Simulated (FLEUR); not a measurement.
CoO:

```
CELL_PARAMETERS angstrom
3.19765 0.00000 0.00000
-1.59882 2.76924 0.00000
0.00000 0.00000 5.22871
ATOMIC_POSITIONS crystal
Co 0.33333 0.66667 0.50336
Co 0.00000 0.00000 0.00347
O 0.33333 0.66667 0.87156
O 0.00000 0.00000 0.37161
```

Measurements of this composition are mostly on another form, of space group No. 225.

Base run:

- Program: FLEUR MaX-R8.1 (later development tree)
- Functional: PBEsol
- Potentials or basis: all-electron
- Basis: FLAPW
- Kmax: 5.19 1/bohr
- k mesh: 8 × 8 × 4
- Occupations: fermi-dirac, width 0.05 eV
- Spin: collinear spin, ferromagnetic start
- Starting moments: [2.0, 2.0, 0.0, 0.0] μB
- Hubbard terms: Co d U = 2 eV

Its results: band gap on the k mesh 0.17 eV, direct; net moment 6.00 μB per cell; site moments Co +2.53; O +0.24 μB.

Question: The run is repeated on the same cell with these changes: hubbard terms from Co d U = 2 eV to Co d U = 0.0 eV. What comes out?

Answer: Band gap on the k mesh none (metal or under the smearing width); net moment 5.80 μB per cell; site moments Co +2.41; O +0.31 μB.

A k mesh can miss the band edges.
